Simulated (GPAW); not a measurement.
ZnS (Wurtzite-4H):

```
CELL_PARAMETERS angstrom
3.82270 0.00000 0.00000
-1.91135 3.31056 0.00000
0.00000 0.00000 12.52000
ATOMIC_POSITIONS crystal
Zn 0.66667 0.33333 0.75000
Zn 0.33333 0.66667 0.25000
Zn 0.00000 0.00000 0.50000
Zn 0.00000 0.00000 0.00000
S 0.66667 0.33333 0.93750
S 0.33333 0.66667 0.43750
S 0.00000 0.00000 0.68750
S 0.00000 0.00000 0.18750
```

Program: GPAW 26.7.0. Alike in all runs: no spin polarisation; cell as given; cutoff (eV) 600; smearing fermi-dirac 0.05 eV.

**Question.** Order these runs on this cell by their pressure, lowest first.
A. level PBEsol; potentials or basis PAW data sets generated in the run's folder for this functional, pw; k mesh 5 × 5 × 2; band path GMKGALHA,LM,KH; band points 60
B. level LDA; potentials or basis the program's PAW data sets (release 1.2.1) made for this functional, pw; k mesh 5 × 5 × 2; band path GMKGALHA,LM,KH; band points 60
C. level PBE; potentials or basis GPAW PAW data sets (gpaw-data 1.2.1), pw; k mesh 8 × 8 × 3

**Answer.** B (-5.1 GPa), A (-2.2 GPa), C (1.3 GPa).

Not every run made on this cell is shown here.
